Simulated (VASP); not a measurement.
**VASP 6.6.1 run: InAs**

INCAR

```
LWAVE = .FALSE.
ISIF = 2
IBRION = -1
NSW = 0
LREAL = .FALSE.
EDIFF = 1E-7
ISMEAR = -1
GGA = RP
LCHARG = .FALSE.
PREC = Low
NELECT = 17
ENCUT = 520
LASPH = .TRUE.
NELM = 120
NBANDS = 16
SIGMA = 0.02
```

KPOINTS

```
KPOINTS created by Atomic Simulation Environment
0
Gamma
8 8 8
0 0 0
```

POSCAR

```
In As
 1.0000000000000000
     0.0000000000000000    3.1156822824999999    2.9876679456000002
     3.1156822824999999    0.0000000000000000    2.9876679456000002
     3.1156822824999999    3.1156822824999999    0.0000000000000000
 In  As
   1   1
Cartesian
  0.0000000000000000  0.0000000000000000  0.0000000000000000
  1.5578411412499999  1.5578411412499999  1.4938339728000001
```

The recommended PBE PAW datasets give the neutral cell 18 valence electrons.

Command

```
mpirun -np 1 vasp_std
```

Task: Predict the outcome of this run.

Result: It converged. Results: pressure -20.7 GPa.

OSZICAR

```
N       E                     dE             d eps       ncg     rms          rms(c)
DAV:   1     0.103694150442E+03    0.10369E+03   -0.72518E+03  1896   0.106E+03
DAV:   2    -0.279896386362E+01   -0.10649E+03   -0.10173E+03  2096   0.281E+02
DAV:   3    -0.990707724432E+01   -0.71081E+01   -0.70445E+01  2408   0.713E+01
DAV:   4    -0.100999231932E+02   -0.19285E+00   -0.19280E+00  2416   0.133E+01
DAV:   5    -0.101090958062E+02   -0.91726E-02   -0.91725E-02  2784   0.247E+00    0.381E+00
DAV:   6    -0.102980372792E+02   -0.18894E+00   -0.46529E-01  2304   0.930E+00    0.189E+00
DAV:   7    -0.103004847475E+02   -0.24475E-02   -0.39160E-02  2712   0.156E+00    0.675E-01
DAV:   8    -0.103033603707E+02   -0.28756E-02   -0.64318E-03  2256   0.623E-01    0.164E-01
DAV:   9    -0.103038575805E+02   -0.49721E-03   -0.70812E-04  2200   0.276E-01    0.563E-02
DAV:  10    -0.103038661292E+02   -0.85488E-05   -0.99054E-05  2728   0.884E-02    0.286E-02
DAV:  11    -0.103038788270E+02   -0.12698E-04   -0.11589E-05  2240   0.269E-02    0.172E-02
DAV:  12    -0.103038828719E+02   -0.40449E-05   -0.71240E-06  2320   0.142E-02    0.139E-03
DAV:  13    -0.103038829835E+02   -0.11161E-06   -0.53140E-07  2640   0.483E-03    0.118E-03
DAV:  14    -0.103038832907E+02   -0.30722E-06   -0.28036E-07  2312   0.354E-03    0.984E-04
DAV:  15    -0.103038832761E+02    0.14661E-07   -0.49800E-09  1936   0.538E-04
   1 F= -.10303883E+02 E0= -.10303329E+02  d E =-.110920E-02
```

The cell is charged and sits in a uniform background.

For comparison, a separate PBE run of the intended cell, on usual settings and not on those above, gives a gap of 0.18 eV on its mesh and a pressure of 1.1 GPa.
